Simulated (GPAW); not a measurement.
# BeTe (Fm-3m) in GPAW: single point with PBE

Aim: the single point of BeTe with PBE.

Everything below comes from runs of GPAW 26.7.0. Logs are shortened: lines on timing, memory, paths and dates and some standing lists are left out, and cuts for length are marked. The log counts tension as positive stress, the text compression.

## Step 1: Starting point

The structure is cubic, space group Fm-3m (No. 225). Conventional cell: a = 5.361 Å, b = 5.361 Å, c = 5.361 Å, α = 90.00°, β = 90.00°, γ = 90.00°. Be (site symmetry m-3m) is surrounded by 6 Te at 2.68 Å. Te (site symmetry m-3m) has 6 Be at 2.68 Å as nearest neighbours.

The cell was built by a generator and needn't be a form met in nature.

## Step 2: Single point, PBE

Input file run.py:

```python
from ase.io import read
from gpaw import PW
from gpaw.dft import DFT

atoms = read('BeTe.xyz')

dft = DFT(atoms,
          mode=PW(800),
          xc='PBE',
          kpts={'size': (9, 9, 9), 'gamma': True},
          occupations={'name': 'fermi-dirac', 'width': 0.05},
          nbands=11,
          convergence={'density': 1e-05, 'energy': 1e-05},
          maxiter=150,
          txt='gpaw.txt')
print(f'Energy: {dft.calculate_energy():.6f} eV')
print('Forces (eV/A):')
print(dft.calculate_forces().round(4))
print('Stress (eV/A^3):', dft.calculate_stress().round(6))
dft.write_gpw_file('gs.gpw')
```

Input file BeTe.xyz:

```xyz
2
Lattice="0.0000000000 2.6803100000 2.6803100000 2.6803100000 0.0000000000 2.6803100000 2.6803100000 2.6803100000 0.0000000000" Properties=species:S:1:pos:R:3 pbc="T T T"
Be     2.6803100000      2.6803100000      2.6803100000
Te     0.0000000000      0.0000000000      0.0000000000
```

Potentials or basis: GPAW PAW data sets (gpaw-data 1.2.1), pw.

Command:

```bash
OMP_NUM_THREADS=1 python run.py
```

gpaw.txt:

```text
Diagonalizing LCAO Hamiltonian
Converting LCAO to pw mode

               Be

       Te

Atoms  # Å, Bohr magnetons
|   | symbol |        x |        y |        z |    initial magnetic moments |
|---|--------|----------|----------|----------|-----------------------------|
| 0 |     Be | 2.680310 | 2.680310 | 2.680310 | ( 0.0000,  0.0000,  0.0000) |
| 1 |     Te | 0.000000 | 0.000000 | 0.000000 | ( 0.0000,  0.0000,  0.0000) |

Unit cell  # Å
| periodic |        x |        y |        z |  lengths |    angles |
|----------|----------|----------|----------|----------|-----------|
|      yes | 0.000000 | 2.680310 | 2.680310 | 3.790531 | 60.000000 |
|      yes | 2.680310 | 0.000000 | 2.680310 | 3.790531 | 60.000000 |
|      yes | 2.680310 | 2.680310 | 0.000000 | 3.790531 | 60.000000 |

Number of symmetries: 48
Symmetry operations  # r_c * U_cc + t_c -> r_c
|    | kind |            matrix            |
|----|------|------------------------------|
|  0 |  σ   |  1, 0, 0,  1, 0,-1,  1,-1, 0 |
|  1 |  C2  |  1, 0, 0,  1,-1, 0,  1, 0,-1 |
|  2 |  E   |  1, 0, 0,  0, 1, 0,  0, 0, 1 |
|  3 |  σ   |  1, 0, 0,  0, 0, 1,  0, 1, 0 |
|  4 |  C4  |  1, 0,-1,  1, 0, 0,  1,-1, 0 |
|  5 |  S6  |  1, 0,-1,  1,-1, 0,  1, 0, 0 |
|  6 |  σ   |  1, 0,-1,  0, 1,-1,  0, 0,-1 |
|  7 |  C3  |  1, 0,-1,  0, 0,-1,  0, 1,-1 |
|  8 |  S6  |  1,-1, 0,  1, 0, 0,  1, 0,-1 |
|  9 |  C4  |  1,-1, 0,  1, 0,-1,  1, 0, 0 |
| 10 |  C3  |  1,-1, 0,  0,-1, 1,  0,-1, 0 |
| 11 |  σ   |  1,-1, 0,  0,-1, 0,  0,-1, 1 |
| 12 |  σ   |  0, 1, 0,  1, 0, 0,  0, 0, 1 |
| 13 |  C4  |  0, 1, 0,  0, 1,-1, -1, 1, 0 |
| 14 |  C3  |  0, 1, 0,  0, 0, 1,  1, 0, 0 |
| 15 |  S6  |  0, 1, 0, -1, 1, 0,  0, 1,-1 |
| 16 |  C2  |  0, 1,-1,  1, 0,-1,  0, 0,-1 |
| 17 |  σ   |  0, 1,-1,  0, 1, 0, -1, 1, 0 |
| 18 |  S4  |  0, 1,-1,  0, 0,-1,  1, 0,-1 |
| 19 |  C4  |  0, 1,-1, -1, 1, 0,  0, 1, 0 |
| 20 |  C3  |  0, 0, 1,  1, 0, 0,  0, 1, 0 |
| 21 |  σ   |  0, 0, 1,  0, 1, 0,  1, 0, 0 |
| 22 |  S6  |  0, 0, 1,  0,-1, 1, -1, 0, 1 |
| 23 |  C4  |  0, 0, 1, -1, 0, 1,  0,-1, 1 |
| 24 |  S4  |  0, 0,-1,  1, 0,-1,  0, 1,-1 |
| 25 |  C3  |  0, 0,-1,  0, 1,-1,  1, 0,-1 |
| 26 |  C2  |  0, 0,-1,  0,-1, 0, -1, 0, 0 |
| 27 |  S6  |  0, 0,-1, -1, 0, 0,  0,-1, 0 |
| 28 |  S4  |  0,-1, 1,  1,-1, 0,  0,-1, 0 |
| 29 |  C4  |  0,-1, 1,  0, 0, 1, -1, 0, 1 |
| 30 |  C2  |  0,-1, 1,  0,-1, 0,  1,-1, 0 |
| 31 |  σ   |  0,-1, 1, -1, 0, 1,  0, 0, 1 |
| 32 |  C3  |  0,-1, 0,  1,-1, 0,  0,-1, 1 |
| 33 |  S6  |  0,-1, 0,  0, 0,-1, -1, 0, 0 |
| 34 |  S4  |  0,-1, 0,  0,-1, 1,  1,-1, 0 |
| 35 |  C2  |  0,-1, 0, -1, 0, 0,  0, 0,-1 |
| 36 |  C2  | -1, 1, 0,  0, 1, 0,  0, 1,-1 |
| 37 |  S6  | -1, 1, 0,  0, 1,-1,  0, 1, 0 |
| 38 |  S4  | -1, 1, 0, -1, 0, 1, -1, 0, 0 |
| 39 |  C3  | -1, 1, 0, -1, 0, 0, -1, 0, 1 |
| 40 |  S6  | -1, 0, 1,  0, 0, 1,  0,-1, 1 |
| 41 |  C2  | -1, 0, 1,  0,-1, 1,  0, 0, 1 |
| 42 |  C3  | -1, 0, 1, -1, 1, 0, -1, 0, 0 |
| 43 |  S4  | -1, 0, 1, -1, 0, 0, -1, 1, 0 |
| 44 |  C2  | -1, 0, 0,  0, 0,-1,  0,-1, 0 |
| 45 |  i   | -1, 0, 0,  0,-1, 0,  0, 0,-1 |
| 46 |  σ   | -1, 0, 0, -1, 1, 0, -1, 0, 1 |
| 47 |  C2  | -1, 0, 0, -1, 0, 1, -1, 1, 0 |

BZ-sampling:
  Number of BZ points: 729
  Number of IBZ points: 35

  Monkhorst-Pack size: [9, 9, 9]
  Monkhorst-Pack shift: [0, 0, 0]

K-points  # in reciprocal-cell coordinates
|     |                                coordinates |     weight |
|-----|--------------------------------------------|------------|
|   0 | (  0.00000000,   0.00000000,   0.00000000) | 0.00137174 |
|   1 | (  0.11111111,   0.11111111,   0.00000000) | 0.00823045 |
|   2 | (  0.11111111,   0.11111111,   0.11111111) | 0.01097394 |
|   3 | (  0.22222222,   0.11111111,   0.11111111) | 0.01646091 |
|   4 | (  0.22222222,   0.22222222,   0.00000000) | 0.00823045 |
|   5 | (  0.22222222,   0.22222222,   0.11111111) | 0.03292181 |
|   6 | (  0.22222222,   0.22222222,   0.22222222) | 0.01097394 |
|   7 | (  0.33333333,   0.22222222,   0.11111111) | 0.03292181 |
|   8 | (  0.33333333,   0.22222222,   0.22222222) | 0.03292181 |
|   9 | (  0.33333333,   0.33333333,  -0.33333333) | 0.01646091 |
| ... |                                            |            |
|  34 | (  0.44444444,   0.44444444,   0.44444444) | 0.01097394 |

Plane wave coefficients: 2004
Cutoff: 800.0 eV

Spin-components: 1 (collinear spins)
Bands:           11
Projectors:      8
Spin-degeneracy: 2
Datatype:        complex128

Parallelization:
  kpt:    1
  domain: 1
  band:   1

Density:
  Valence electrons: 8.0
  Components: 1
  Grid points: [25 25 25]
  Charge: 0.0  # |e|

Potential:
  Grid points: [25 25 25]

species:
  Be:
    name:    Beryllium
    Z:       4.0
    valence: 2
    core:    2
    charge:  0.0  # [|e|]
    compensation charges:
      type: gauss
      rc: 0.25  # [Å]
      lmax: 2
    cutoffs:
      filter: 1.42  # [Å]
      core: 1.77  # [Å]
    projectors
    | kind |    occ | energy [eV] | rcut [Å] |
    |------|--------|-------------|----------|
    |   2s |  2.000 |      -5.610 |    0.794 |
    |   2p |  0.000 |      -2.018 |    0.794 |
    |    s |        |      21.602 |    0.794 |

    Using partial waves for Be as LCAO basis

  Te:
    name:    Tellurium
    Z:       52.0
    valence: 6
    core:    46
    charge:  0.0  # [|e|]
    compensation charges:
      type: gauss
      rc: 0.36  # [Å]
      lmax: 2
    cutoffs:
      filter: 2.09  # [Å]
      core: 3.17  # [Å]
    projectors
    | kind |    occ | energy [eV] | rcut [Å] |
    |------|--------|-------------|----------|
    |   5s |  2.000 |     -15.089 |    1.180 |
    |   5p |  4.000 |      -5.955 |    1.196 |
    |    s |        |      12.123 |    1.180 |
    |    p |        |      21.256 |    1.196 |
    |    d |        |       0.000 |    1.238 |

    Using partial waves for Te as LCAO basis

Reference energy: -185188.868407  # eV

eigensolver:
  PPCG
  Converge bands: occupied
  niter=2

density mixing:
  MSR1-Mixer
  Pratt-step length: 0.05
  Maximum mixing coefficient: 0.75
  Old densities: 10
  SVD Regularization: 0.005
  Good broyden scale: 1.0
  Trust region scale: 1.0
  Backstep threshold: 4.0
  History deletion threshold: 6.0
  Fourier metric: weight=20.0, sigma=0.015

occupation numbers:
  Fermi-Dirac:
    width: 0.0500  # eV

poisson solver:
  ecut: 6400.0  # eV

xc functional:
  name: PBE with 2 nearest neighbor stencil

convergence criteria:
- Maximum integral of absolute [dens]ity change: 1e-05 electrons / valence electron
- Maximum [total energy] change in last 3 cyles: 1e-05 eV / valence electron
- Maximum integral of absolute [eigenst]ate change: 4e-08 eV^2 / valence electron
maximum number of iterations: 150

SCF iterations
|iter     | |      energy | eigst |  dens |
|---------|-|-------------|-------|-------|
|iter:   1| |   -6.616728 | -0.38 |       |
|iter:   2| |   -6.619814 | -2.65 | -1.31 |
|iter:   3| |   -6.631565 | -3.40 | -1.33 |
|iter:   4| |   -6.632683 | -4.11 | -1.88 |
|iter:   5| |   -6.632740 | -5.92 | -2.65 |
|iter:   6| |   -6.632769 | -6.33 | -2.95 |
|iter:   7| |   -6.632769c| -8.22c| -4.19 |
|iter:   8| |   -6.632769c| -7.80c| -4.62 |
|iter:   9| |   -6.632769c| -9.11c| -5.54c|
SCF steps: 9
Energy contributions relative to reference atoms: (reference = -185188.868407)

Energy contributions:
  Kinetic:           9.942823
  Coulomb:          -8.339061
  Zero:              0.126862
  External:          0.000000
  Xc:               -8.360962
  Entropy:          -0.004860
  Spinorbit:         0.000000
  ----------------------------
  Free energy:      -6.635199
  Extrapolated:     -6.632769

Forces  # eV/Ang
|        x |       y |       z |
|----------|---------|---------|
| -0.00000 | 0.00000 | 0.00000 |  # Be   0
|  0.00000 | 0.00000 | 0.00000 |  # Te   1

Stress tensor  # eV/Ang^3
|        x |        y |        z |
|----------|----------|----------|
| 0.001022 | 0.000000 | 0.000000 |
| 0.000000 | 0.001022 | 0.000000 |
| 0.000000 | 0.000000 | 0.001022 |

Writing to gs.gpw (mode='')

  __  _  _
 | _ |_)|_||  |
 |__||  | ||/\| - 26.7.0

Input parameters:
  mode=PW(ecut=800.0),
  convergence={'density': 1e-05, 'energy': 1e-05},
  kpts=MonkhorstPack(size=(9, 9, 9), gamma=True),
  maxiter=150,
  nbands=11,
  occupations=Occupations(name='fermi-dirac', width=0.05),
  xc=XC(name='PBE')
# Writing to gs.gpw (mode='')
```

Wall time 12 s (1 thread of Arm Neoverse V1, shared host); peak memory 0.16 GiB.

What came out:

```
Free energy            : -6.6352 eV
Pressure               : -0.2 GPa
Band gap on the k mesh : none (metal or under the smearing width)
```

Levels at points of the mesh, in eV from the Fermi level:
```tsv
k point	band 1	band 2	band 3	band 4	band 5	band 6	band 7
(0.00, 0.00, 0.00)	-13.30	-0.23	-0.23	-0.23	3.11	6.33	6.33
```

## Step 3: The reference run

An earlier run on the cell as given: functional PBE; potentials or basis GPAW PAW data sets (gpaw-data 1.2.1); cutoff 800 eV; basis pw; k mesh 9 × 9 × 9; occupations fermi-dirac, width 0.05 eV; no spin polarisation.

- Pressure: -0.2 GPa
- Band gap on the k mesh: none (metal or under the smearing width)
